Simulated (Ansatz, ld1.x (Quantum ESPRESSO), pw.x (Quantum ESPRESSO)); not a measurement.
Os (diamond): variants of one RRKJ potential in the solid

```json
{"Element": "osmium (Os)", "Generator": "ld1.x (Quantum ESPRESSO) 7.5", "Type": "norm-conserving RRKJ (Kleinman–Bylander form)", "Functional": "PBE", "Relativity": "scalar-relativistic", "Frozen core": "[Xe] 4f14", "Valence charge": "8", "Reference configuration": "5d6 6s1 6p0 (charge +1)", "Partial waves": "6p (bound, empty): rc 2.30 bohr; 5d (bound): rc 2.20 bohr; 6s (bound): rc 2.25 bohr", "Local potential": "the s channel", "Core correction": "none", "rho0": "0.001"}
```

Crystal test: diamond Os in pw.x 7.5, no spin, 8³ k-points, Fermi–Dirac smearing 0.01 Ry, cutoffs set for each file from its atomic test. The reference is all-electron LAPW (Ansatz 0.2.0) with the same functional, mesh and smearing; V0 and B0 come from Birch–Murnaghan fits to the pressures at five volumes. Errors are pseudo minus all-electron; Δ is the rms difference of the E(V) curves that follow from these fits, minima aligned, over ±6 % about the mean V0. Mesh and smearing are coarse, so the numbers serve the comparison and aren't converged zero-temperature values; the lattice is a test structure that the element need not adopt.

All-electron: a0 = 5.558 Å (V0 = 21.46 Å³/atom), B0 = 203.7 GPa.

Base: This is a poor potential for the solid.

1 further variants are left out: they gave no file fit for a test, a broken result, the same result as the base, or pressures whose basis-set error rivals the error shown.

| change | cutoffs (Ry) | pw.x | a0 (Å) | a0 error (%) | B0 error (%) | Δ (meV/atom) | mean pressure error (GPa) |
| --- | --- | --- | --- | --- | --- | --- | --- |
| base | 45/180 | converged | 5.607 | +0.88 | -2.6 | 25.2 | +5.66 |
| core correction a·sin(br)/r model core inside 1.20 bohr | 50/200 | converged | 5.620 | +1.12 | -6.0 | 31.6 | +7.11 |
| core correction a·sin(br)/r model core inside 1.66 bohr | 50/200 | converged | 5.618 | +1.09 | -4.2 | 31.0 | +6.98 |
| core correction a·sin(br)/r model core inside 2.60 bohr | 50/200 | converged | 5.627 | +1.25 | -4.8 | 35.3 | +8.00 |

Give the row for: core correction a·sin(br)/r model core inside 2.14 bohr.

pw.x: converged; mean pressure error (GPa): +7.48; a0 (Å): 5.623; a0 error (%): +1.17; B0 error (%): -4.3; Δ (meV/atom): 33.1.
